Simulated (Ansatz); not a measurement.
All numbers below come from Ansatz 0.2.0, DFT PBE, scalar-relativistic, plane waves, PAW. All cells share a 420 eV cutoff and Γ-centred k meshes spaced at most about 0.3 Å⁻¹ (about 0.25 or finer for metals, 2π included). No spin polarisation in the final relaxations.

All energies are static (0 K, no zero-point motion).

Two relaxed structures of Al:

A.

```yaml
crystal:
  lattice:
    - [7.56504, 0.00000, 0.00000]
    - [-3.78252, 6.55151, 0.00000]
    - [0.00000, 0.00000, 2.74682]
  atoms:
    - { symbol: Al, position: [0.32597, 0.32597, 0.16667] }
    - { symbol: Al, position: [0.67403, 0.00000, 0.50000] }
    - { symbol: Al, position: [0.00000, 0.67403, 0.83333] }
    - { symbol: Al, position: [0.67403, 0.67403, 0.16667] }
    - { symbol: Al, position: [0.32597, 0.00000, 0.50000] }
    - { symbol: Al, position: [0.00000, 0.32597, 0.83333] }
```

B.

```yaml
crystal:
  lattice:
    - [-1.61753, 1.61753, 1.61753]
    - [1.61753, -1.61753, 1.61753]
    - [1.61753, 1.61753, -1.61753]
  atoms:
    - { symbol: Al, position: [0.00000, 0.00000, 0.00000] }
```

Question: Which form is favoured at zero pressure, and by what margin per atom?

Answer: B is lower, by 205 meV/atom. A has space group P6_422 (No. 181), 22.7 Å³/atom and no gap on its mesh; B has the bcc type, space group Im-3m (No. 229), 16.9 Å³/atom and no gap. Counting all near atoms (those within 1.25 times the shortest distance at each site; a plus sign parts nearer from farther groups), A has Al 5+2 and B has Al 8+6. The denser one is the lower, and pressure would at first widen the difference. In A, Al has 5 Al at 2.63–2.75 Å and 2 Al at 3.07 Å. In B, around Al lie 8 Al at 2.80 Å and 6 Al at 3.24 Å. Both come from invented guesses. The part of the Crystallography Open Database at hand lists Al in space groups No. 225, 229; sharing a group (Im-3m) doesn't make a cell the listed structure.

Cells relaxed within their symmetry can be saddle points.

The bcc form is favoured over the open hexagonal one by 205 meV/atom, and the ordering fits aluminium's character as a nearly free-electron metal. With three valence electrons per atom spread over delocalised s-p states, cohesion depends mainly on reaching a suitable electron density and sharing it among many neighbours, not on a few directional bonds. The hexagonal form has shorter nearest contacts, from 2.63 Å against 2.80 Å in bcc, but this is the usual contraction when fewer neighbours share the bonding electrons, and it isn't a sign of stronger cohesion overall. The shorter contacts evidently don't make up for the missing neighbours and the larger volume of 22.7 Å³/atom.

The result ranks only these two structures and doesn't make bcc the ground state. Aluminium is face-centred cubic at ambient pressure, and that close-packed form, not computed here, is known to lie below bcc. The margin therefore probably understates how far the hexagonal form lies above the true ground state.
